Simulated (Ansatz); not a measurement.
The system is CuAu.

```
CELL_PARAMETERS angstrom
2.81075 0.00000 0.00000
0.00000 2.81075 0.00000
0.00000 0.00000 3.68500
ATOMIC_POSITIONS crystal
Au 0.00000 0.00000 0.00000
Cu 0.50000 0.50000 0.50000
```

* Program: Ansatz 0.2.0
* Task: relaxation of cell and atoms
* Functional: HF
* Potentials or basis: Ansatz PAW
* Cutoff: 420 eV (not typed: the program's choice for these potentials)
* k mesh: 5 × 5 × 4
* Occupations: fermi-dirac, width 0.05 eV
* Spin: no spin polarisation

At the start: volume 14.56 Å³/atom.

**Question.** How do energy, volume and symmetry change on relaxing?

**Answer.** It ends after 8 steps and the volume is 17.45 Å³/atom (+19.9 %); space group P4/mmm (No. 123, to 0.05 Å).

The path:
```
step  energy change (eV)  largest force (eV/Å)  volume (Å³)
   1              0.0000                0.0000        29.11
   2             -0.2451                0.0000        33.41
   3             -0.2547                0.0000        34.45
   4             -0.2525                0.0000        35.14
   5             -0.2527                0.0000        35.12
   6             -0.3017                0.0000        35.12
   7             -0.3035                0.0000        34.91
   8             -0.3019                0.0000        34.91
```

Final structure:
```
Au Cu
1.0
     2.96844    0.00000    0.00000
     0.00000    2.96844    0.00000
     0.00000    0.00000    3.96176
Au Cu
1 1
Cartesian
  0.0000 0.0000 0.0000
  1.4842 1.4842 1.9809
```

Caveat: the k mesh is coarse (spacing up to 0.45 Å⁻¹), so the values aren't converged, least of all with exact exchange; the volume moved by over 15 % at a fixed basis, so the end points are rough; the plane-wave basis is chosen anew once the cell has moved, so the energies of steps on either side of that aren't comparable; the pressure holds a Pulay correction of +1.3 GPa for the finite cutoff; the volume moved by +20 % from the deposited cell, more than functionals usually miss; the PAW data sets come from PBE, with cores solved anew for the run's functional, which leaves a small shift of forces and pressure.
